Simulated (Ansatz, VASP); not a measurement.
**One calculation of Cu, two programs**

```
CELL_PARAMETERS angstrom
0.00000 1.81487 1.81487
1.81487 0.00000 1.81487
1.81487 1.81487 0.00000
ATOMIC_POSITIONS crystal
Cu 0.00000 0.00000 0.00000
```

Alike in both runs: functional PBE; k mesh 20 × 20 × 20; occupations gaussian, width 0.1 eV; no spin polarisation.

Ansatz relaxed the structure, and its values are those at the end. VASP's run is a single point on that final structure, the one shown.

```csv
,VASP,Ansatz
version,VASP 6.6.1,Ansatz 0.2.0
potentials or method,"VASP PAW PBE potentials, release 64 (Cu)","scalar-relativistic, plane waves, PAW"
plane-wave cutoff (eV),520,420
valence electrons in the cell,11,19
```

```tsv
	VASP	Ansatz	Ansatz less VASP
gap on the k mesh at the Fermi level (eV)	none	none	-
pressure (GPa)	0.6	0.0	-0.57
```

A gap of «none» marks a metal or a gap that the smearing closes. The functional is the same, so the differences come from potentials, cutoffs and numerics. The two sets of potentials don't hold the same shells in valence.
